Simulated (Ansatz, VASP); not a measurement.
**GaAs in VASP and in Ansatz**

File POSCAR:

```
GaAs
1.0
    0.0000000000      2.8612570821      2.8612570821
    2.8612570821      0.0000000000      2.8612570821
    2.8612570821      2.8612570821      0.0000000000
Ga As
1 1
Direct
    0.0000000000      0.0000000000      0.0000000000
    0.2500000000      0.2500000000      0.2500000000
```

The input INCAR.step1:

```
SYSTEM = GaAs
ALGO = Normal
EDIFF = 1E-4
ENCUT = 520
GGA = PE
ISMEAR = 0
LASPH = .True.
LCHARG = .False.
LREAL = .False.
LWAVE = .True.
NBANDS = 16
NELM = 60
PREC = Accurate
SIGMA = 0.02
```

INCAR.step2

```
SYSTEM = GaAs
ALGO = Normal
EDIFF = 1E-6
ENCUT = 520
ISIF = 2
ISMEAR = 0
ISTART = 1
LASPH = .True.
LCHARG = .False.
LMIXTAU = .True.
LREAL = .False.
LWAVE = .False.
METAGGA = R2SCAN
NBANDS = 16
NELM = 60
PREC = Accurate
SIGMA = 0.02
```

File KPOINTS:

```
k-points
0
Gamma
  8 8 8
  0 0 0
```

Input for Ansatz:

```yaml
crystal:
  lattice:
    - [0.0, 2.8612570821, 2.8612570821]
    - [2.8612570821, 0.0, 2.8612570821]
    - [2.8612570821, 2.8612570821, 0.0]
  atoms:
    - { symbol: Ga, position: [0.0, 0.0, 0.0] }
    - { symbol: As, position: [0.25, 0.25, 0.25] }
basis:
  ecutwfc: 500
kpoints:
  mp_grid: { grid: [8, 8, 8] }
hamiltonian:
  xc: r2scan
scf:
  occupations: { method: gaussian, width: 0.02 }
output:
  forces: true
  stress: true
  eigenvalues: true
```

Alike in both runs: task single point; functional r2SCAN; k mesh 8 × 8 × 8; occupations gaussian, width 0.02 eV; no spin polarisation.

|  | VASP | Ansatz |
| --- | --- | --- |
| version | VASP 6.6.1 | Ansatz 0.2.0 |
| potentials or method | VASP PAW PBE potentials, release 64 (Ga_d, As) | scalar-relativistic, plane waves, PAW |
| plane-wave cutoff (eV) | 520 | 500 |
| valence electrons in the cell | 18 | 28 |

VASP gave:

* gap on the k mesh at the Fermi level (eV): 0.71
* least direct gap on the mesh (eV): 0.71
* pressure (GPa): -1.9

Which values does Ansatz return?

gap on the k mesh at the Fermi level (eV): 0.73; least direct gap on the mesh (eV): 0.73; pressure (GPa): -2.0.

The two sets of potentials don't hold the same shells in valence.

Caveats: the PAW data sets were made with another functional, which shifts forces and pressure a little (VASP). r2SCAN opens gaps a little over a GGA but as a rule still falls short of measured ones.
